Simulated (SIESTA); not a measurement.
Pb2S, a slab with vacuum:

```xyz
6
Lattice="4.1300 0.0000 0.0000 0.0573 4.1296 0.0000 0.0000 0.0000 35.2248" Properties=species:S:1:pos:R:3 pbc="T T T"
Pb    1.4290    1.4093    7.5000
Pb    0.1090    0.1075   16.0155
S     2.2015    2.1712   16.4578
S     0.1055    0.1040   18.7669
Pb    2.1980    2.1677   19.2093
Pb    0.8780    0.8659   27.7248
```

Program: SIESTA 5.4.2. Alike in all runs: no spin polarisation; cell as given; k mesh 7 × 7 × 1; smearing fermi-dirac 0.05 eV; grid cutoff 500 Ry. Hardware: 1 thread of Arm Neoverse V2, on a shared host.

**Question.** Order these runs on this cell by their wall time, lowest first.
A. task density of states; level AM05; potentials or basis PseudoDojo 0.4 standard (PBEsol files), SZ (energy shift 0.01 Ry); broadening (eV) 0.05 eV; window from (eV) -10 eV; window to (eV) 5 eV; energy points 201; mixed quantity Hamiltonian; energy shift 0.01 Ry; other keys mix = Hamiltonian; splitnorm = 0.3
B. task electrostatic potential; level vdW-DF; potentials or basis PseudoDojo 0.4 standard (PBE files), SZP (energy shift 0.003 Ry); energy shift 0.003 Ry
C. task single point; level PBE; potentials or basis PseudoDojo 0.4 standard (PBE files), DZP (energy shift 0.003 Ry; two zetas on semicore shells); energy shift 0.003 Ry

**Answer.** A (25 s), C (68 s), B (220 s).

Caveats: the basis of atomic orbitals isn't converged, which shifts pressures, moduli and gaps; the basis has no polarisation orbitals (some runs).
